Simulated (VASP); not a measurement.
Runs of VASP 6.6.1 on C. Symmetry: P6_3/mmc, No. 194, hexagonal system. Conventional cell: a = 2.522 Å, b = 2.522 Å, c = 8.237 Å, α = 90.00°, β = 90.00°, γ = 120.00°. C (site symmetry 3m) is surrounded by 4 C at 1.54 Å. Around C (site symmetry 3m) lie 4 C at 1.54 Å. This is a hexagonal form of diamond, not graphite.

| level | gap on the mesh (eV) | pressure (GPa) | relaxed volume (Å³/atom) | largest force (eV/Å) |
| --- | --- | --- | --- | --- |
| revPBE+D4 | 4.57 | 0.1 | 5.59 | 0.01 |
| revPBE+D3(BJ) | 4.56 | 0.0 | 5.61 | - |
| RPBE+D3 | 4.52 | 0.0 | 5.72 | 0.01 |
| RPBE+D3(BJ) | (a) | 0.0 | 5.54 | - |
| PBEsol+rVV10 | 4.41 | 0.0 | (c) | 0.01 |
| revPBE+D3 | 4.52 | 0.0 | 5.70 | - |
| RPBE+D4 | 4.57 | 0.0 | 5.59 | - |
| PBEsol+D4 | (b) | 0.1 | 5.58 | 0.02 |

Alike in all rows: task relaxation of cell and atoms; potentials or basis VASP PAW PBE potentials, release 64 (C); no spin polarisation; cell relaxed; k mesh 12 × 12 × 4; cutoff (eV) 600; smearing fermi-dirac 0.05 eV.

**Question.** Fill in the values left out.

**Answer.** (a) 4.59; (b) 4.44; (c) 5.62.

Caveats: the PAW data sets were made with another functional, which shifts forces and pressure a little.

A k mesh can miss the band edges.

Runs at the PBE level aren't shown here.
